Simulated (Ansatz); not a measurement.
**Relaxing In3H**

Level of theory: DFT PBE, scalar-relativistic, plane waves, PAW in Ansatz. Cutoff 420 eV, Γ-centred k mesh, Gaussian smearing, no spin polarisation in the final step.

The start is a random cell of In3H with space group P6mm (No. 183), drawn with lower limits on the distances.

```
CELL_PARAMETERS angstrom
4.34994 0.00000 0.00000
-2.17497 3.76715 0.00000
0.00000 0.00000 5.97261
ATOMIC_POSITIONS crystal
In 0.50000 0.00000 0.33333
In 0.00000 0.50000 0.33333
In 0.50000 0.50000 0.33333
H 0.00000 0.00000 0.22794
```

Cell and atoms relax at zero pressure; the relaxation can't lower the symmetry of the start. After a coarse first stage the cell is made exact in the group found at 0.06 Å.

Formation energies are uncorrected and refer to the elements' standard structures at the same level (H₂ as a molecule).

What does it relax into?

It ends in P6/mmm (No. 191). Conventional cell: a = 6.085 Å, c = 3.141 Å. In has 6 In at 3.04–3.14 Å and 2 H at 3.04 Å; around H lie 6 In at 3.04 Å and 2 H at 3.14 Å.

Space group P6/mmm (No. 191). a = 6.085 Å, b = 6.085 Å, c = 3.141 Å, α = 90.00°, β = 90.00°, γ = 120.00°
| atom | site | symmetry | x | y | z |
| --- | --- | --- | --- | --- | --- |
| In | 3f | mmm | 0.5000 | 0.0000 | 0.0000 |
| H | 1a | 6/mmm | 0.0000 | 0.0000 | 0.0000 |

What are its volume, energy, density and gap?

The volume per atom is 25.18 Å³, the density is 5.70 g/cm³ and the energy over the elements is 0.49 eV/atom. The gap on the 12×12×14 mesh is 0 eV (a metal).

The final run used a 12×12×14 mesh on its 4-atom cell and 0.10 eV smearing. For metals, differences of a few meV/atom aren't resolved. A structure relaxed within its symmetry needn't be a true minimum. The steps took of the order of 5 core-minutes in all.